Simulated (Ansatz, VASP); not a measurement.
## One calculation of Si, two programs

INCAR

```
SYSTEM = Si
PREC = Accurate
ENCUT = 520
EDIFF = 1E-6
ISMEAR = 0
SIGMA = 0.15
LREAL = .FALSE.
LASPH = .TRUE.
NELM = 80
ALGO = Normal
ISIF = 2
LWAVE = .FALSE.
LCHARG = .FALSE.
GGA = PS
NBANDS = 8
```

KPOINTS

```
Automatic mesh
0
G
  21 21 20
  0 0 0
```

File POSCAR:

```
Si
1.0
    2.6991590993      0.0000000000      0.0000000000
   -1.3495795497      2.3375403489      0.0000000000
    0.0000000000      0.0000000000      2.3923637583
Si
1
Direct
    0.0000000000      0.0000000000      0.0000000000
```

Input for Ansatz:

```yaml
crystal:
  lattice:
    - [2.6991590993, 0.0, 0.0]
    - [-1.3495795497, 2.3375403489, 0.0]
    - [0.0, 0.0, 2.3923637583]
  atoms:
    - { symbol: Si, position: [0.0, 0.0, 0.0] }
basis:
  ecutwfc: 420
kpoints:
  mp_grid: { grid: [21, 21, 20] }
hamiltonian:
  xc: pbesol
scf:
  occupations: { method: gaussian, width: 0.15 }
output:
  forces: true
  stress: true
  eigenvalues: true
```

Change from the starting cell: strain +0.030 along x and y, -0.030 along z, atoms carried along.

Alike in both runs: task single point; functional PBEsol; k mesh 21 × 21 × 20; occupations gaussian, width 0.15 eV; no spin polarisation.

|  | VASP | Ansatz |
| --- | --- | --- |
| version | VASP 6.6.1 | Ansatz 0.2.0 |
| potentials or method | VASP PAW PBE potentials, release 64 (Si) | scalar-relativistic, plane waves, PAW |
| plane-wave cutoff (eV) | 520 | 420 |
| valence electrons in the cell | 4 | 4 |

VASP gave:

```
gap on the k mesh at the Fermi level (eV)       : none
pressure (GPa)                                  : -1.1
largest component of the traceless stress (GPa) : 9.08
```

Estimate Ansatz's values.

gap on the k mesh at the Fermi level (eV): none; pressure (GPa): -1.3; largest component of the traceless stress (GPa): 8.98.

A gap of «none» marks a metal or a gap that the smearing closes.

Caveats: the PAW data sets were made with another functional, which shifts forces and pressure a little (VASP).
